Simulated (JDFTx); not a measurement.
Crystal: Ga.

```
Ga
1.0
     2.71648    0.00000    0.00000
     0.00000    2.71648    0.00000
     0.00000    0.00000    2.71648
Ga
1
Direct
  0.00000 0.00000 0.00000
```

The cell was built by a generator and needn't be a form met in nature.

- Program: JDFTx 1.7.0 (patched build)
- Task: relaxation of cell and atoms
- Functional: AM05
- Potentials or basis: SG15-PBE-1.2 with smoothed tails
- Cutoff: 1088 eV
- Density cutoff: 4354 eV
- k mesh: 5 × 5 × 5
- Occupations: fermi-dirac, width 0.05 eV
- Spin: no spin polarisation

At the start: pressure -4.1 GPa; volume 20.05 Å³/atom.

Question: Where does the relaxation end?

Answer: Over 5 steps the energy falls by 18.9 meV/atom and the volume is 18.64 Å³/atom (-7.0 %); space group Pm-3m (No. 221, to 0.05 Å).

The path:
| step | energy change (eV) | largest force (eV/Å) | pressure (GPa) | volume (Å³) |
| --- | --- | --- | --- | --- |
| 1 | 0.0000 | 0.0000 | -4.08 | 20.05 |
| 2 | -0.0069 | 0.0000 | -3.32 | 19.75 |
| 3 | -0.0189 | 0.0000 | 0.09 | 18.61 |
| 4 | -0.0189 | 0.0000 | 0.00 | 18.64 |
| 5 | -0.0189 | 0.0000 | 0.00 | 18.64 |

Final structure:
```
CELL_PARAMETERS angstrom
2.65131 0.00000 0.00000
0.00000 2.65131 0.00000
0.00000 0.00000 2.65131
ATOMIC_POSITIONS crystal
Ga 0.00000 0.00000 0.00000
```

Caveat: the k mesh is coarse (spacing up to 0.46 Å⁻¹), so the values aren't converged; the plane waves are those of the starting cell, so after so large a change of volume the result is rough; the potentials were made for another functional, which shifts forces and pressure.
